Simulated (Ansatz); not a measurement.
# Bi (Bi (0001), 2 layers): a single-point run

Aim: a sound single-point run of Bi (Bi (0001), 2 layers). The structure is shown as the input types it.

Program: Ansatz 0.2.0. Level of theory: DFT, PBE, PAW with Ansatz's default frozen-core files, scalar-relativistic. These are calculated values, not measurements.

1 further run of the same task is left out (it didn't finish). Runs told in other sessions of the task aren't counted.

## Step 1: The structure to begin with

Symmetry: P-3m1, No. 164, trigonal system. The conventional cell has a = 3.539 Å, b = 3.539 Å, c = 18.922 Å, α = 90.00°, β = 90.00°, γ = 120.00°. Around Bi (site symmetry 3m) lie 9 Bi at 3.54 to 3.57 Å.

Coordinates:

```
CELL_PARAMETERS angstrom
3.53933 0.00000 0.00000
-1.76967 3.06515 0.00000
0.00000 0.00000 18.92170
ATOMIC_POSITIONS crystal
Bi 0.83333 0.16667 0.42279
Bi 0.16667 0.83333 0.57721
```

## Step 2: The calculation

input.yaml reads:

```yaml
crystal:
  lattice:
    - [3.5393325092, 0.0, 0.0]
    - [-1.7696662546, 3.0651518654, 0.0]
    - [0.0, 0.0, 18.9217]
  atoms:
    - { symbol: Bi, position: [0.833333333, 0.166666667, 0.4227944008] }
    - { symbol: Bi, position: [0.166666667, 0.833333333, 0.5772055992] }
kpoints:
  mp_grid: { grid: [12, 11, 2] }
scf:
  occupations: { method: fermi_dirac, width: 0.08 }
  max_iter: 75
hamiltonian:
  xc: pbe
  pseudopotentials: { kind: paw }
output:
  forces: true
  stress: true
  eigenvalues: true
  populations: true
efield:
  axis: 3
  amplitude: 0
  dipole_correction: true
```

On the command line:

```console
$ ansatz run input.yaml --threads 1 --pin off --max-ram 3584MiB --backend cpu --events-out ev --progress --plain --runs-dir out
```

Q: Will this input give a usable result? If not, why, and what should change?

The run converged and reported no error, with warnings (symmetry narrowed by mesh). Its log warns: «crystal.symmetry: narrowed to the stabiliser of the k-point mesh — unitary ops 6 → 1; excluded 5 operations that carry a point of the 12×11×2 mesh (shift [0, 0 ...»

Look at the input: kpoints.mp_grid.grid is [12, 11, 2]. The mesh doesn't respect the lattice's symmetry: fewer operations survive, and spurious anisotropy appears.

To check: set kpoints.mp_grid.grid to [12, 12, 1].
